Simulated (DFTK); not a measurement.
# TaS2 (P-3m1) in DFTK: a series of runs

The runs below take TaS2 through band structure, equation of state, with LDA, AM05.

Program: DFTK 0.8.2. These are calculated values, not measurements. Logs are shortened: lines on timing, memory, paths and dates and some standing lists are left out, and cuts for length are marked.

## Step 1: The structure

It takes space group P-3m1 (No. 164, trigonal). The conventional cell has a = 3.350 Å, b = 3.350 Å, c = 5.860 Å, α = 90.00°, β = 90.00°, γ = 120.00°. Ta (site symmetry -3m) is surrounded by 6 S at 2.43 Å. S (site symmetry 3m) has 3 Ta at 2.43 Å as nearest neighbours.

## Step 2: Band structure, LDA

File run.jl:

```julia
using DFTK
using PseudoPotentialData
using Unitful, UnitfulAtomic
using LinearAlgebra, Printf
include("save.jl")
disable_threading()

lines = readlines("TaS2.cif")
tag(name) = parse(Float64, split(only(filter(startswith(name), lines)))[2])
a, b, c = tag.(["_cell_length_a", "_cell_length_b", "_cell_length_c"])
α, β, γ = deg2rad.(tag.(["_cell_angle_alpha", "_cell_angle_beta", "_cell_angle_gamma"]))
cx, cy  = cos(β), (cos(α) - cos(β) * cos(γ)) / sin(γ)
lattice = austrip(1u"Å") * [a b*cos(γ) c*cx; 0 b*sin(γ) c*cy; 0 0 c*sqrt(1 - cx^2 - cy^2)]
sites     = split.(lines[findlast(startswith("_atom_site_"), lines)+1:end])
symbols   = [Symbol(s[2]) for s in sites]
positions = [parse.(Float64, s[5:7]) for s in sites]
pseudopotentials = PseudoFamily("cp2k.nc.sr.lda.v0_1.largecore.gth")
elements = Dict(s => ElementPsp(s, pseudopotentials) for s in unique(symbols))
atoms    = [elements[s] for s in symbols]

build_model(lattice, positions; symmetries=true) =
    model_DFT(lattice, atoms, positions;
              functionals=LDA(),
              temperature=austrip(0.05u"eV"),
              smearing=Smearing.FermiDirac(),
              symmetries)
Ecut  = 30.0  # hartree
kgrid = [9, 9, 5]
tol   = 1e-6
to_GPa = ustrip(uconvert(u"GPa", 1u"hartree/bohr^3"))

model = build_model(lattice, positions)
basis = PlaneWaveBasis(model; Ecut, kgrid)
display(basis)
scfres = self_consistent_field(basis;
                               tol,
                               nbandsalg=AdaptiveBands(model; n_bands_converge=13))
display(scfres.energies)
@printf "Fermi level: %.6f eV\n" ustrip(auconvert(u"eV", something(scfres.εF, NaN)))
forces = compute_forces_cart(scfres)
println("Forces (eV/Å)")
for (s, f) in zip(symbols, forces)
    @printf "%-3s %12.6f %12.6f %12.6f\n" s ustrip.(auconvert.(u"eV/Å", f))...
end
stress = compute_stresses_cart(scfres)
println("Stress (GPa)")
display(round.(stress * to_GPa; digits=4))
println("Levels at the first k-point (eV): ", round.(ustrip.(auconvert.(u"eV", scfres.eigenvalues[1][1:scfres.n_bands_converge])); digits=4))
save_scf!(scfres; forces, stress)

points = Dict("G" => [0.0, 0.0, 0.0], "A" => [0.0, 0.0, 0.5], "H" => [0.3333333333, 0.3333333333, 0.5], "K" => [0.3333333333, 0.3333333333, 0.0], "L" => [0.5, 0.0, 0.5], "M" => [0.5, 0.0, 0.0])
segments = [("G", "M", 6), ("M", "K", 4), ("K", "G", 7), ("G", "A", 3), ("A", "L", 6), ("L", "H", 4), ("H", "A", 7), ("L", "M", 3), ("K", "H", 3)]
kcoords = vcat([[points[a] + t * (points[b] - points[a]) for t in range(0, 1, n)] for (a, b, n) in segments]...)
bands = compute_bands(scfres, ExplicitKpoints(kcoords); n_bands=15, tol=1e-5)
for (k, ε) in zip(bands.basis.kpoints, bands.eigenvalues)
    @printf "%d %8.4f %8.4f %8.4f " k.spin k.coordinate...
    println(join([@sprintf("%9.4f", e) for e in ustrip.(auconvert.(u"eV", ε .- scfres.εF))]))
end
results["band_energies"] = rows(bands.eigenvalues); results["band_kpoints"] = rows(kcoords)
```

File TaS2.cif:

```cif
data_TaS2
_cell_length_a 3.35000000
_cell_length_b 3.35000000
_cell_length_c 5.86000000
_cell_angle_alpha 90.00000000
_cell_angle_beta 90.00000000
_cell_angle_gamma 120.00000000
_space_group_name_H-M_alt 'P1'
_space_group_name_Hall 'P 1'
_space_group_IT_number 1
loop_
_space_group_symop_operation_xyz
'x,y,z'
loop_
_atom_site_label
_atom_site_type_symbol
_atom_site_symmetry_multiplicity
_atom_site_Wyckoff_symbol
_atom_site_fract_x
_atom_site_fract_y
_atom_site_fract_z
_atom_site_occupancy
Ta1 Ta 1 a 0.0000000000 0.0000000000 0.0000000000 1
S1 S 1 a 0.6666666667 0.3333333333 0.7500000000 1
S2 S 1 a 0.3333333333 0.6666666667 0.2500000000 1
```

Potentials or basis: cp2k.nc.sr.lda.v0_1.largecore.gth (LDA, GTH, large core).

Started as:

```bash
$ julia --threads=1 run.jl  # save.jl only writes the numbers to a file and isn't shown; printed stress counts tension as positive; times include loading and compiling
```

The log of the run:

```text
PlaneWaveBasis discretization:

    Ecut                 : 30.0 Ha
    fft_size             : (36, 36, 60), 77760 total points
    kgrid                : MonkhorstPack([9, 9, 5])
    num.   red. kpoints  : 405
    num. irred. kpoints  : 50

    Discretized Model(lda_x+lda_c_pw, 3D):
        lattice (in Bohr)    : [6.33058   , -3.16529  , 6.78074e-16]
                               [0         , 5.48245   , 1.17446e-15]
                               [0         , 0         , 11.0738   ]
        unit cell volume     : 384.34 Bohr³

        atoms                : S₂Ta
        pseudopot. family    : PseudoFamily("cp2k.nc.sr.lda.v0_1.largecore.gth")

        num. electrons       : 17
        spin polarization    : none
        temperature          : 0.0018375 Ha
        smearing             : DFTK.Smearing.FermiDirac()

        terms                : Kinetic()
                               AtomicLocal()
                               AtomicNonlocal()
                               Ewald(nothing)
                               PspCorrection()
                               Hartree()
                               Xc(lda_x, lda_c_pw)
                               Entropy()
n     Energy            log10(ΔE)   log10(Δρ)   Diag   Δtime
---   ---------------   ---------   ---------   ----   ------
  1   -25.50473684685                   -0.34    5.8    13.6s
  2   -25.69499750179       -0.72       -0.99    2.5    8.01s
  3   -25.69952386044       -2.34       -1.47    3.2    8.54s
  4   -25.69982331347       -3.52       -1.99    1.0    5.49s
  5   -25.69987451717       -4.29       -2.59    2.2    6.81s
  6   -25.69987891456       -5.36       -3.37    2.5    7.11s
  7   -25.69987916754       -6.60       -3.80    3.4    8.27s
  8   -25.69987918453       -7.77       -4.35    2.0    7.18s
  9   -25.69987918561       -8.97       -4.83    2.4    7.26s
 10   -25.69987918566      -10.28       -5.44    2.1    6.59s
 11   -25.69987918567      -11.25       -6.13    2.8    7.48s
Energy breakdown (in Ha):
    Kinetic             12.1499577
    AtomicLocal         -13.2616854
    AtomicNonlocal      2.2768302
    Ewald               -25.7406933
    PspCorrection       1.7203487
    Hartree             3.2018918
    Xc                  -6.0459534
    Entropy             -0.0005754

    total               -25.699879185670
Fermi level: 5.560853 eV
Forces (eV/Å)
Ta      0.000000    -0.000000    -0.000000
S       0.000000    -0.000000    -0.780134
S      -0.000000     0.000000     0.780134
Stress (GPa)
3×3 StaticArraysCore.SMatrix{3, 3, Float64, 9} with indices SOneTo(3)×SOneTo(3):
 0.9349   0.0     -0.0
 0.0      0.9349  -0.0
 0.0     -0.0     -4.4147
Levels at the first k-point (eV): [-9.5624, -7.5382, -1.4271, 1.2936, 1.2936, 4.3893, 4.9311, 4.9311, 5.5321, 5.5321, 5.8195, 9.6424, 9.6424]
1   0.0000   0.0000   0.0000  -15.1232 -13.0990  -6.9879  -4.2673  -4.2673  -1.1716  -0.6298  -0.6298  -0.0287  -0.0287   0.2586   4.0816   4.0816   5.3052   5.3500
1   0.1000   0.0000   0.0000  -14.9748 -13.0946  -6.8036  -4.5083  -4.1848  -1.8010  -1.2825  -1.0874   0.0302   0.6563   0.6891   3.7474   4.0604   5.9542   6.1892
1   0.2000   0.0000   0.0000  -14.5586 -13.0826  -6.2918  -4.9164  -4.0168  -3.4849  -1.9367  -1.3411  -0.2756   1.2955   1.3727   3.9317   4.2040   7.0887   7.2420
1   0.3000   0.0000   0.0000  -13.9779 -13.0550  -5.7926  -5.1341  -4.7932  -3.9607  -2.2259  -2.2014  -0.5738   1.8490   1.9974   4.6322   4.7790   6.6097   7.2552
1   0.4000   0.0000   0.0000  -13.4867 -12.9464  -6.5452  -5.0195  -4.4938  -4.0524  -3.1306  -2.2258  -0.7557   2.2456   2.7248   4.6553   5.0514   6.2136   6.8426
1   0.5000   0.0000   0.0000  -13.3513 -12.8095  -6.9966  -4.6771  -4.4767  -4.1103  -3.4497  -2.1942  -0.8170   2.4477   3.0009   4.3679   5.2120   5.7055   7.4107
[... 35 lines left out ...]
1   0.3333   0.3333   0.2500  -12.9205 -12.9205  -5.6577  -5.5717  -5.5717  -3.6529  -3.6529  -3.4996   1.2360   1.7886   1.7886   4.5987   4.5987   6.2490   9.0023
1   0.3333   0.3333   0.5000  -12.9221 -12.9221  -5.6177  -5.6177  -5.4693  -3.8252  -3.5171  -3.5171   1.2790   1.4780   1.4780   5.0823   5.0823   7.4188   8.0442
```

Wall time 2.3 min (1 thread of Intel Xeon Platinum 8375C at 2.90GHz (Ice Lake), shared host); peak memory 1.9 GiB.

Results:

```
Free energy            : -699.3293 eV
Largest force          : 0.780 eV/Å
Band gap on the k mesh : none (metal or under the smearing width)
```

Forces on the atoms (eV/Å):
```
Ta   0.000  0.000  0.000
S    0.000  0.000 -0.780
S    0.000  0.000  0.780
```

Levels at the corners of the path, in eV from the Fermi level:
| point | band 5 | band 6 | band 7 | band 8 | band 9 | band 10 | band 11 | band 12 | band 13 |
| --- | --- | --- | --- | --- | --- | --- | --- | --- | --- |
| Γ | -4.27 | -1.17 | -0.63 | -0.63 | -0.03 | -0.03 | 0.26 | 4.08 | 4.08 |
| M | -4.48 | -4.11 | -3.45 | -2.19 | -0.82 | 2.45 | 3.00 | 4.37 | 5.21 |
| K | -5.52 | -3.79 | -3.79 | -3.20 | 1.19 | 2.18 | 2.18 | 4.09 | 4.09 |
| Γ | -4.27 | -1.17 | -0.63 | -0.63 | -0.03 | -0.03 | 0.26 | 4.08 | 4.08 |
| A | -4.24 | -3.52 | -0.77 | -0.77 | -0.06 | -0.06 | 1.25 | 4.52 | 4.52 |
| L | -4.36 | -4.24 | -2.17 | -1.91 | -1.27 | 2.44 | 3.00 | 4.48 | 4.48 |
| H | -5.47 | -3.83 | -3.52 | -3.52 | 1.28 | 1.48 | 1.48 | 5.08 | 5.08 |
| A | -4.24 | -3.52 | -0.77 | -0.77 | -0.06 | -0.06 | 1.25 | 4.52 | 4.52 |
| L | -4.36 | -4.24 | -2.17 | -1.91 | -1.27 | 2.44 | 3.00 | 4.48 | 4.48 |
| M | -4.48 | -4.11 | -3.45 | -2.19 | -0.82 | 2.45 | 3.00 | 4.37 | 5.21 |
| K | -5.52 | -3.79 | -3.79 | -3.20 | 1.19 | 2.18 | 2.18 | 4.09 | 4.09 |
| H | -5.47 | -3.83 | -3.52 | -3.52 | 1.28 | 1.48 | 1.48 | 5.08 | 5.08 |

Caveat: the cutoff is short for these potentials, so energies and forces aren't converged, fitted volumes are rough and the log's stress (off by 3 to 10 GPa or more in trials) isn't used; spin-orbit coupling is left out, which moves the levels of the heavy elements; this set keeps more shells in the core, which shifts pressures and gaps.

## Step 3: Equation of state, AM05

File run.jl:

```julia
using DFTK
using PseudoPotentialData
using Unitful, UnitfulAtomic
using LinearAlgebra, Printf
include("save.jl")
disable_threading()

# lattice vectors are the columns
lattice = austrip(1u"Å") * [          3.35         -1.675            0.0;
                      0.0   2.9011851027            0.0;
                      0.0            0.0           5.86]
symbols   = [:Ta, :S, :S]
positions = [[0.0, 0.0, 0.0],
             [0.6666666667, 0.3333333333, 0.75],
             [0.3333333333, 0.6666666667, 0.25]]
pseudopotentials = Dict(:S => "S.upf", :Ta => "Ta.upf")
elements = Dict(s => ElementPsp(s, pseudopotentials; rcut=10.0) for s in unique(symbols))
atoms    = [elements[s] for s in symbols]

build_model(lattice, positions; symmetries=true) =
    model_DFT(lattice, atoms, positions;
              functionals=[:gga_x_am05, :gga_c_am05],
              temperature=austrip(0.05u"eV"),
              smearing=Smearing.FermiDirac(),
              symmetries)
Ecut  = 35.0  # hartree
kgrid = [5, 5, 3]
tol   = 1e-6
to_GPa = ustrip(uconvert(u"GPa", 1u"hartree/bohr^3"))

results["points"] = []
for scale in [0.94, 0.96, 0.98, 1.0, 1.02, 1.04, 1.06]
    println("\n=== scale = ", scale)
    model = build_model(cbrt(scale) * lattice, positions)
    basis = PlaneWaveBasis(model; Ecut, kgrid)
    t0 = time()
    scfres = self_consistent_field(basis;
                                   tol,
                                   nbandsalg=AdaptiveBands(model; n_bands_converge=25))
    seconds = time() - t0
    @printf "SCF: %d iterations, %.1f s\n" scfres.n_iter seconds
    forces = compute_forces_cart(scfres)
    stress = compute_stresses_cart(scfres)
    @printf "V = %.5f Å^3  F = %.8f Ha  max force = %.5f eV/Å  p = %.4f GPa\n" ustrip(auconvert(u"Å^3", model.unit_cell_volume)) scfres.energies.total ustrip(auconvert(u"eV/Å", maximum(norm, forces))) (-tr(stress) / 3 * to_GPa)
    push!(results["points"], save_scf!(scfres; forces, stress, d=Dict{String,Any}("seconds" => seconds, "n_matvec" => get(scfres, :n_matvec, 0))))
end

# third-order Birch-Murnaghan fit in x = V^(-2/3)
V = [0.94, 0.96, 0.98, 1.0, 1.02, 1.04, 1.06] * abs(det(lattice))
E = [p["total"] for p in results["points"]]
x = V .^ (-2 / 3)
c = [x .^ 0 x x .^ 2 x .^ 3] \ E
Δ = c[3]^2 - 3c[2] * c[4]
if Δ > 0
    x0 = (-c[3] + sqrt(Δ)) / 3c[4]
    B0 = 4 / 9 * x0^(7 / 2) * (2c[3] + 6c[4] * x0)
    @printf "V0 = %.4f Å^3  B0 = %.2f GPa\n" ustrip(auconvert(u"Å^3", x0^(-3 / 2))) B0 * to_GPa
end
```

Potentials or basis: SG15 1.2 (PBE).

Started as:

```bash
$ julia --threads=1 run.jl  # save.jl only writes the numbers to a file and isn't shown; printed stress counts tension as positive; times include loading and compiling
```

It took 9.4 min on 1 thread of Intel Xeon Platinum 8375C at 2.90GHz (Ice Lake), shared host; peak memory 1.6 GiB.

The run converged. Its results:

```yaml
Equilibrium_volume: 19.71 Å³/atom
Bulk_modulus_at_fixed_shape_and_positions: 129 GPa
Pressure_derivative_of_the_bulk_modulus: 4.1
```

Energy against volume, from the lowest point:
| volume (Å³/atom) | energy (meV/atom) |
| --- | --- |
| 17.845 | 84.59 |
| 18.225 | 51.82 |
| 18.605 | 27.78 |
| 18.984 | 11.62 |
| 19.364 | 2.59 |
| 19.744 | 0.00 |
| 20.123 | 3.29 |

Caveat: the k mesh is coarse (spacing up to 0.43 Å⁻¹), so the values aren't converged; the cell was scaled at fixed shape and fractional positions, which overstates the stiffness of a crystal with free parameters, most of all of layers and chains; the potentials were made for another functional, which shifts forces and pressure; this functional lacks dispersion, which binds the layers, so the pressure and a relaxed spacing across them are unreliable. Spin-orbit coupling is left out, which matters for the levels of Ta.
